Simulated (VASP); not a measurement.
Write the native input for VASP 6.6.1 that does the following.

| Item | Value |
| --- | --- |
| Task | relaxation of cell and atoms |
| Functional | BLYP |
| Dispersion | D3(BJ) |
| Potentials or basis | VASP PAW PBE potentials, release 64 (Ba_sv, S) |
| Cutoff | 600 eV |
| k mesh | 7 × 7 × 7 |
| Occupations | fermi-dirac, width 0.05 eV |
| Spin | no spin polarisation |
| Further INCAR settings | ALGO = Fast; EDIFF = 1e-06; IBRION = 2; EDIFFG = -0.02; NSW = 40; ISIF = 3 |

The structure of BaS lies in POSCAR:

```
BaS
1.0
    0.0000000000      3.1937500000      3.1937500000
    3.1937500000      0.0000000000      3.1937500000
    3.1937500000      3.1937500000      0.0000000000
Ba S
1 1
Direct
    0.0000000000      0.0000000000      0.0000000000
    0.5000000000      0.5000000000      0.5000000000
```

The input as run:

INCAR

```
AGGAC    = 1.0          
AGGAX    = 1.0          
ALDAC    = 0.0          
ALDAX    = 1.0          
ALGO     = Fast           # electronic algorithm
EDIFF    = 1E-6           # SCF threshold, eV
EDIFFG   = -0.02          # ionic threshold
ENCUT    = 600            # plane-wave cutoff, eV
GGA      = B5             # functional
IBRION   = 2              # ionic algorithm
ISIF     = 3              # what is computed and relaxed
ISMEAR   = -1             # smearing method
IVDW     = 12             # dispersion correction
LASPH    = True           # aspherical terms in the spheres
LCHARG   = False          # write CHGCAR
LREAL    = False          # projectors in reciprocal space
LWAVE    = False          # write WAVECAR
NELM     = 60             # most SCF steps
NSW      = 40             # ionic steps
PREC     = Accurate       # precision mode
SIGMA    = 0.05           # smearing width, eV
VDW_A1   = 0.4298       
VDW_A2   = 4.2359       
VDW_S6   = 1.0          
VDW_S8   = 2.6996
```

KPOINTS

```
k-points
0
Gamma
  7 7 7
```

Potentials or basis: VASP PAW PBE potentials, release 64 (Ba_sv, S).

Run with:

```sh
$ cat potpaw_PBE.64/Ba_sv/POTCAR potpaw_PBE.64/S/POTCAR > POTCAR
$ mpirun -np 1 vasp_std > vasp.out
```

It gave:

```
Relaxed volume                         : 32.88 Å³/atom
Relaxed cell                           : a = 4.531 Å, b = 4.531 Å, c = 4.531 Å, α = 60.00°, β = 60.00°, γ = 60.00°
Space group after relaxing (to 0.05 Å) : Fm-3m (No. 225)
Energy gained by relaxing              : 0.4 meV/atom
Ionic steps                            : 3
Pressure after relaxing                : 0.0 GPa
Band gap on the k mesh                 : 2.26 eV, indirect (least direct gap 2.41 eV)
Dispersion energy per atom             : -0.659 eV
```

Caveat: the PAW data sets were made with another functional, which shifts forces and pressure a little; spin-orbit coupling is left out, which moves the levels of the heavy elements; an odd mesh through Γ misses points on the zone boundary, where band edges often lie.

Run time: 57 s on 1 thread of Intel(R) Xeon(R) Platinum 8488C (Sapphire Rapids) (shared host), peak memory 0.22 GiB.
